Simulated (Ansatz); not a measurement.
**C2H6O2: one species, many methods**

How much do the methods differ for C2H6O2? The plan is to run it at one geometry with functionals of several rungs and with coupled cluster, and see how far each lands from CCSD(T) at the basis-set limit for the atomisation energy.

The runs use Ansatz 0.2.0, Gaussian basis; functionals in def2-TZVPP, the program's frozen cores in correlated methods.

Levels to be run: PBE-D4, r2SCAN-D4, PBE0-D4, B3LYP-D4, ωB97X-V, ωB97M-V, B2PLYP; CCSD(T)/def2-TZVPP; CCSD(T)/def2-QZVPP; extrapolation to the limit.

### 1 The relaxed structure

An earlier PBE0-D4 in a triple-zeta def2 set relaxation fixed the geometry.

SMILES `OCCO`, 10 atoms, charge 0, spin multiplicity 1.

Atoms are counted from 1 here; the program's logs count them from 0.

Bond lengths: O1–C2 1.410 Å, O1–H5 0.960 Å, C2–C3 1.519 Å, C2–H6 1.098 Å, C2–H7 1.095 Å, C3–O4 1.410 Å, C3–H8 1.098 Å, C3–H9 1.095 Å, O4–H10 0.960 Å. Angles: C2–O1–H5 108.5°, O1–C2–C3 112.2°, O1–C2–H6 112.1°, O1–C2–H7 106.0°, C3–C2–H6 109.4°, C3–C2–H7 109.7°, H6–C2–H7 107.3°, C2–C3–O4 112.2°, C2–C3–H8 109.4°, C2–C3–H9 109.7°, O4–C3–H8 112.1°, O4–C3–H9 106.0°, H8–C3–H9 107.3°, C3–O4–H10 108.5°.

### 2 PBE-D4 (GGA)

The input, in.yaml:

```yaml
crystal:
  periodic: [false, false, false]
  atoms:
    - {symbol: O, position_ang: [-0.247149, -0.835204, 1.617075]}
    - {symbol: C, position_ang: [-0.226575, 0.225823, 0.688793]}
    - {symbol: C, position_ang: [0.226614, -0.225839, -0.688786]}
    - {symbol: O, position_ang: [0.247087, 0.835179, -1.617077]}
    - {symbol: H, position_ang: [-0.939241, -1.450203, 1.361683]}
    - {symbol: H, position_ang: [-1.202787, 0.721287, 0.606624]}
    - {symbol: H, position_ang: [0.479436, 0.961393, 1.087123]}
    - {symbol: H, position_ang: [1.202857, -0.721248, -0.606630]}
    - {symbol: H, position_ang: [-0.479360, -0.961447, -1.087100]}
    - {symbol: H, position_ang: [0.939117, 1.450249, -1.361693]}
basis:
  gaussian: {orbitals: def2-TZVPP}
hamiltonian: {xc: pbe, dispersion: d4}
output: {forces: true, orbitals: {seedname: orbitals}}
```

The run is started by

```sh
ansatz run in.yaml --threads 2 --pin off --events-out ev --progress --plain --max-ram 32768MiB --backend cpu
```

Further steps of the session: r2SCAN-D4 (meta-GGA); PBE0-D4 (hybrid); B3LYP-D4 (hybrid); ωB97X-V (range-separated); ωB97M-V (range-separated); B2PLYP (double hybrid); CCSD(T) in def2-TZVPP; CCSD(T) in def2-QZVPP.

Before running them: what should the planned runs give, taken together? Wanted: atomisation energy, CCSD(T)/CBS; farthest; mean size of error, hybrid; mean size of error, range-separated; gap, smallest and largest; T1 diagnostic; triples share of the correlation energy.

As calculated:

| quantity | value |
| --- | --- |
| atomisation energy, CCSD(T)/CBS | 3793.6 kJ/mol |
| functionals within 19.0 kJ/mol (0.5 %) | r2SCAN-D4, PBE0-D4, B3LYP-D4, ωB97X-V, ωB97M-V |
| farthest | PBE-D4 (+84.9 kJ/mol) |
| mean size of error, hybrid | 7.0 kJ/mol |
| mean size of error, range-separated | 4.1 kJ/mol |
| gap, smallest and largest | 5.98 eV (PBE-D4), 12.99 eV (ωB97X-V) |
| T1 diagnostic | 0.0099 |
| triples share of the correlation energy | 3.5 % |

In words: PBE-D4 is off by +84.9 kJ/mol. Double hybrids carry the basis error of their MP2 part in triple zeta, and no dispersion term here, so their miss is partly the set-up's. Misses under about 19.0 kJ/mol are within the doubt on the reference itself, which lacks core-valence correlation, relativity and higher excitations. Hartree-Fock recovers 71 % of the binding; the rest is correlation. Orbital gaps span 6.0 to 13.0 eV; exact exchange widens them.
